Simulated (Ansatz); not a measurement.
Runs of Ansatz 0.2.0 on MnO. The structure is cubic, space group Fm-3m (No. 225). The conventional cell has a = 4.448 Å, b = 4.448 Å, c = 4.448 Å, α = 90.00°, β = 90.00°, γ = 90.00°. Mn (site symmetry m-3m) has 6 O at 2.22 Å as nearest neighbours. Around O (site symmetry m-3m) lie 6 Mn at 2.22 Å. The cell is a database's computed one.

```csv
task,level,potentials or basis,cell,k mesh,cutoff (eV),smearing,q mesh,points for each segment of the path,mesh quality,gap on the mesh (eV),pressure (GPa),moment (μB),V0 of scaled cells (Å³/atom),relaxed volume (Å³/atom),B0 (GPa)
equation of state,r2SCAN,Ansatz PAW,as given,10 × 10 × 10,500,fermi-dirac 0.05 eV,-,-,not flagged,-,-,-,11.02,-,163
relaxation of cell and atoms,HSE03,Ansatz PAW,relaxed,5 × 5 × 5,420,fermi-dirac 0.05 eV,-,-,coarse,(a),-,5.00,-,11.06,-
relaxation of cell and atoms,BLYP+D4,Ansatz PAW,relaxed,10 × 10 × 10,420,fermi-dirac 0.05 eV,-,-,not flagged,-,0.0,4.58,-,10.62,-
phonons,PBEsol,Ansatz PAW,as given,10 × 10 × 10,420,fermi-dirac 0.05 eV,2 × 2 × 2,8,not flagged,none,-,4.77,-,-,-
relaxation of cell and atoms,PBEsol,Ansatz PAW,relaxed,10 × 10 × 10,420,fermi-dirac 0.05 eV,-,-,not flagged,-,0.0,(b),-,10.12,-
single point,PBE,Ansatz PAW,as given,10 × 10 × 10,420,gaussian 0.024 eV,-,-,not flagged,none,0.2,4.80,-,-,-
band structure,PBE,Ansatz PAW polarizable,as given,10 × 10 × 10,420,fermi-dirac 0.05 eV,-,14,not flagged,none,0.1,4.79,-,-,-
band structure,B3LYP,Ansatz PAW,as given,5 × 5 × 5,420,fermi-dirac 0.05 eV,-,4,coarse,2.05,-,5.00,-,-,-
density of states,PBE,Ansatz PAW,as given,10 × 10 × 10,420,fermi-dirac 0.05 eV,-,-,not flagged,none,0.1,4.79,-,-,-
relaxation of cell and atoms,revPBE+D3(BJ),Ansatz PAW,relaxed,10 × 10 × 10,420,fermi-dirac 0.05 eV,-,-,not flagged,-,0.0,4.82,-,11.05,-
equation of state,HSE06,Ansatz PAW,as given,6 × 6 × 6,420,fermi-dirac 0.05 eV,-,-,coarse,-,-,-,11.05,-,163
relaxation of cell and atoms,rPW86-PBE+rVV10,Ansatz PAW,relaxed,10 × 10 × 10,420,fermi-dirac 0.05 eV,-,-,not flagged,-,0.0,4.69,-,11.00,-
```

Alike in all rows: spin collinear, ferromagnetic start.

Question: Fill in the values left out.

Answer: (a) 1.20; (b) 4.45.

Caveats: some runs use coarse meshes; a cell with one magnetic atom can't hold antiferromagnetic order, which such compounds often take (some runs); the PAW data sets come from PBE, with cores solved anew for the run's functional, which leaves a small shift of forces and pressure (some runs); the plane-wave basis is chosen anew once the cell has moved, so the energies of steps on either side of that aren't comparable (some runs); the magnetic or orbital state may not be the lowest (some runs); the potentials were made for another functional, which shifts forces and pressure (some runs); semilocal functionals often make such compounds metallic where correlation or magnetic order opens a gap, which also shifts bond lengths (some runs); odd divisions of the mesh miss points on the zone boundary, where band edges often lie, so the gap on the mesh can be too wide (some runs).

A k mesh can miss the band edges.

A gap of «none» marks a metal or a gap under the smearing width.

Not every run made on this cell is shown here.
